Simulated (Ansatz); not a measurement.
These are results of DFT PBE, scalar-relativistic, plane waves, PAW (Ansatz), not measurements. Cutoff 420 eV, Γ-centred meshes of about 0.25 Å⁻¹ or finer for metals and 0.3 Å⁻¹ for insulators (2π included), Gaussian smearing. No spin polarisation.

These are static total energies at zero pressure.

Compare these two cells of Al₆N, each relaxed at this level.

A.

```xyz
7
Lattice="2.5366 -4.4234 0.0000 2.5366 4.4234 0.0000 -1.6304 0.0000 4.8367" Properties=species:S:1:pos:R:3 pbc="T T T"
Al    0.2781    0.0000    3.1391
Al    2.8993   -1.5394    3.1578
Al    2.8993    1.5394    3.1578
Al    1.1270    1.5205    0.8031
Al    1.1270   -1.5205    0.8031
Al    3.7183    0.0000    0.8638
N     2.0343    0.0000    3.8214
```

B.

```xyz
14
Lattice="2.9842 0.0000 0.0000 -1.4921 2.5844 0.0000 0.0000 0.0000 27.8783" Properties=species:S:1:pos:R:3 pbc="T T T"
Al    1.4921    0.8615   18.8378
Al    0.0000    0.0000   21.0844
Al    0.0000    1.7229   23.3523
Al    0.0000    1.7229   16.5745
Al    0.0000    1.7229    2.5281
Al    1.4921    0.8615    5.1431
Al    0.0000    0.0000   27.8247
Al    0.0000    0.0000    7.5609
Al    1.4921    0.8615   25.6192
Al    1.4921    0.8615   12.0403
Al    0.0000    0.0000   14.3119
Al    0.0000    1.7229    9.7784
N     0.0000    0.0000    1.8477
N     0.0000    1.7229    4.4154
```

Question: Which is lower in energy, and by how much?

Answer: B is lower, by 157 meV/atom. A has space group Cm (No. 8), 15.5 Å³/atom and no gap on its mesh; B has space group P3m1 (No. 156), 15.4 Å³/atom and no gap. Counting Al atoms around N (those within 1.25 times the shortest such distance or 1.15 times the sum of covalent radii), A and B both have N 4. Both come from trial cells of a structure search.

Trial moments fell under 0.15 μB along the way in Cm and P3m1; another start might hold them. With atoms moved at random, B came back. A had no clear such test and can be a saddle point.
